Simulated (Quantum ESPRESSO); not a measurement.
## KI (Fm-3m): a worked LO-TO splitting

How high does the longitudinal optical mode of KI (Fm-3m) lie, given the transverse one, the Born charge and ε∞?

Main program and level: Quantum ESPRESSO 7.5; DFT LDA, scalar-relativistic, plane waves, PseudoDojo norm-conserving pseudopotentials.

## (1) Set-up

It takes space group Fm-3m (No. 225, cubic). Conventional cell: a = 6.817 Å, b = 6.817 Å, c = 6.817 Å, α = 90.00°, β = 90.00°, γ = 90.00°. Nearest to K lie 6 I at 3.41 Å. Nearest to I lie 6 K at 3.41 Å. Farther neighbours and most contacts between anions are not listed.

Coordinates:

```
K I
1.0
     0.00000    3.40853    3.40853
     3.40853    0.00000    3.40853
     3.40853    3.40853    0.00000
K I
1 1
Direct
  0.00000 0.00000 0.00000
  0.50000 0.50000 0.50000
```

This is the cell after its relaxation at this level of theory, not the database cell from which that began.

## (2) What the response run gave

A linear-response run on the relaxed cell, with the response to an electric field; only its zone-centre results are used. Cutoff 72 Ry, k mesh 6×6×6.

The log of the run:

```text
[banners, grids, parts of the stress and lines that vanish by symmetry left out]
Program PHONON v.7.5
     Reading xml data from directory:

[...]
Exchange-correlation= PW
                           (   1   4   0   0   0   0   0)
[...]
kinetic-energy cut-off    =      72.0000  Ry
     charge density cut-off    =     288.0000  Ry
     convergence threshold     =      1.0E-18
[...]
Exchange-correlation= PW
                           (   1   4   0   0   0   0   0)
[...]
q = (   0.0000000   0.0000000   0.0000000 )
     49 Sym.Ops. (with q -> -q+G )
     G cutoff =  605.3318  (  44039 G-vectors)     FFT grid: ( 50, 50, 50)
     number of k points=    16
[...]
Mode symmetry, O_h (m-3m)  point group:
[...]
Dielectric constant
[...]
End of electric fields calculation
          Dielectric constant in cartesian axis
          (       3.133808280       0.000000000       0.000000000 )
          (       0.000000000       3.133808280      -0.000000000 )
          (      -0.000000000      -0.000000000       3.133808280 )
          Effective charges (d Force / dE) in cartesian axis without acoustic sum rule applied (asr)
           atom    1  K     Mean Z*:        1.10579
      Ex  (        1.10579        0.00000        0.00000 )
      Ey  (        0.00000        1.10579        0.00000 )
      Ez  (        0.00000        0.00000        1.10579 )
           atom    2  I     Mean Z*:       -1.10982
      Ex  (       -1.10982       -0.00000        0.00000 )
      Ey  (       -0.00000       -1.10982       -0.00000 )
      Ez  (       -0.00000        0.00000       -1.10982 )
          Effective charges Sum: Mean:       -0.00403
[...]
Effective charges (d Force / dE) in cartesian axis with asr applied:
           atom    1  K     Mean Z*:        1.10780
[...]
atom    2  I     Mean Z*:       -1.10780
[...]
Representation #   1 modes #   1   2   3
[...]
End of self-consistent calculation
     Convergence has been achieved
     Representation #   2 modes #   4   5   6
[...]
End of self-consistent calculation
     Convergence has been achieved
[...]
Dielectric constant in cartesian axis
          (       3.133808280       0.000000000       0.000000000 )
          (       0.000000000       3.133808280      -0.000000000 )
          (      -0.000000000      -0.000000000       3.133808280 )
          Effective charges (d Force / dE) in cartesian axis without acoustic sum rule applied (asr)
           atom    1  K     Mean Z*:        1.10579
      Ex  (        1.10579        0.00000        0.00000 )
      Ey  (        0.00000        1.10579        0.00000 )
      Ez  (        0.00000        0.00000        1.10579 )
           atom    2  I     Mean Z*:       -1.10982
      Ex  (       -1.10982       -0.00000        0.00000 )
      Ey  (       -0.00000       -1.10982       -0.00000 )
      Ez  (       -0.00000        0.00000       -1.10982 )
          Effective charges Sum: Mean:       -0.00403
[...]
Effective charges (d Force / dE) in cartesian axis with asr applied:
           atom    1  K     Mean Z*:        1.10780
[...]
atom    2  I     Mean Z*:       -1.10780
[...]
q = (    0.000000000   0.000000000   0.000000000 )
[...]
freq (    1) =       0.020142 [THz] =       0.671869 [cm-1]
     freq (    2) =       0.020142 [THz] =       0.671869 [cm-1]
     freq (    3) =       0.020142 [THz] =       0.671869 [cm-1]
     freq (    4) =       3.441371 [THz] =     114.791777 [cm-1]
     freq (    5) =       3.441371 [THz] =     114.791777 [cm-1]
     freq (    6) =       3.441371 [THz] =     114.791777 [cm-1]
[...]
Mode symmetry, O_h (m-3m)  point group:
     freq (   1-   3) =          0.7  [cm-1]   --> T_1u G_15  G_4- I
     freq (   4-   6) =        114.8  [cm-1]   --> T_1u G_15  G_4- I

   JOB DONE.
```

```csv
quantity,value
cell volume Ω (Å³),79.201
mass of K (u),39.098
mass of I (u),126.904
"Born charge of K, raw (e)",1.106
"Born charge of I, raw (e)",-1.110
ε∞,3.134
ω(TO) after the sum rule (cm⁻¹),114.8
```

## (3) The calculation

The charges must sum to zero over the cell; taking off their mean, -0.002 e, leaves Z* = 1.108 e on K. In the polar mode K moves against I, so the reduced mass is μ = 39.10 × 126.90 / 166.00 = 29.890 u.

A longitudinal wave builds up a field that adds to the restoring force: ω(LO)² = ω(TO)² + 4π Z*² / (μ Ω ε∞), in Hartree atomic units. With μ = 54485 electron masses and Ω = 534.47 bohr³ the second term is 1.6899e-07 Ha², or 8140 cm⁻² (1 Ha = 219474.6 cm⁻¹).

So ω(LO) = √(13177 + 8140) = 146.0 cm⁻¹, and by the Lyddane-Sachs-Teller relation ε₀ = ε∞ (ω(LO)/ω(TO))² = 5.07.

## (4) Check against the program

The analysis program adds the same non-analytic term to the full matrix, here for q along (1 0 0).

The log of the run:

```text
[banner, memory and clock lines left out]
Program DYNMAT v.7.5

     Reading Dynamical Matrix from file g.dyn
     ...Force constants read
     ...epsilon and Z* read

     Polarizability (A^3 units)
     multiply by 0.584362 for Clausius-Mossotti correction
        13.448536    0.000000   -0.000000
         0.000000   13.448536   -0.000000
         0.000000   -0.000000   13.448536

     IR activities are in (D/A)^2/amu units

# mode   [cm-1]    [THz]      IR
    1     -0.00   -0.0000    0.0000
    2     -0.00   -0.0000    0.0000
    3     -0.00   -0.0000    0.0000
    4    114.79    3.4412    0.9473
    5    114.79    3.4412    0.9473
    6    146.00    4.3769    0.9473
```

ε₀ comes from the program's run without a direction of q.

```
    quantity  by hand  program
ω(LO) (cm⁻¹)    146.0    146.0
          ε₀     5.07     5.07
```

## (5) Outcome

| Item | Value |
| --- | --- |
| TO mode | 114.8 cm⁻¹ |
| LO mode | 146 cm⁻¹ |
| static dielectric constant | 5.070 |

What this shows: The LO mode of KI (Fm-3m) lies at 146 cm⁻¹, 31 cm⁻¹ above the TO mode; the formula meets the program within 0.1 cm⁻¹, as it must for a cubic crystal with one polar mode. ω(LO)² − ω(TO)² goes with Z*²/ε∞: an error of 5 % in ε∞ would move the LO mode by 1.3 cm⁻¹, and semilocal functionals tend to overestimate ε∞. These are harmonic values at zero temperature, at the volume of this functional, for the structure held cubic; stability elsewhere in the zone is no part of this calculation.

[Host names and launcher messages were left out of these logs when they were recorded.]

[Logs are printed without paths, hosts, clocks, repeated set-up lines and the standing remarks that a program may print on its own settings, such as how far it seeks lower states.]

[Hosts, paths, dates, database ids (printed as entryN), source tags and the programs' standing remarks are cut or masked in the printed files.]
